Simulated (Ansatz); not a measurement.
## One atom moved along a line in HfO$_{2}$

Level of theory: Ansatz, DFT PBE, scalar-relativistic, plane waves, PAW. The runs took a 420 eV cutoff, a Γ-centred 6×6×6 mesh and Gaussian smearing (0.05 eV). Spin–orbit coupling is left out, which can shift energies with elements as heavy as these. No spin polarisation. Energies are free energies at this smearing, counted from the undisturbed cell; pressure is positive in compression.

Reference structure (as given, not relaxed at this level; it stands at 10.0 GPa; this form isn't the usual structure):

```
Hf O
1.0
     3.55802    0.00000    0.00000
     0.00000    3.55802    0.00000
     0.00000    0.00000    5.17186
Hf O
2 4
Cartesian
  1.7790 1.7790 2.5859
  0.0000 0.0000 0.0000
  0.0000 1.7790 3.6059
  1.7790 0.0000 4.1519
  1.7790 0.0000 1.5660
  0.0000 1.7790 1.0199
```

Atom 1 (Hf) is moved by x along the Cartesian unit vector (-0.868, 0.000, 0.497); the cell and all other atoms stay fixed. At 10 GPa the given cell is far from its own equilibrium, so these figures belong to a strongly strained crystal.

```
  x (Å)  ΔE (meV/cell)
-0.6000         2490.8
-0.4500         1267.2
-0.3000          554.1
-0.1500          147.2
 0.0000            0.0
 0.1500          204.3
 0.3000         1050.3
 0.4500         3134.5
 0.5250         4950.0
 0.6000         7560.4
```

(1) Predict the force along x on the moved atoms (eV/Å) at each point.

Answers

(1)
```tsv
x (Å)	force along x on the moved atoms (eV/Å)
-0.6000	10.69
-0.4500	6.12
-0.3000	3.61
-0.1500	1.87
0.0000	0.00
0.1500	-3.03
0.3000	-8.90
0.4500	-20.03
0.5250	-28.88
0.6000	-41.50
```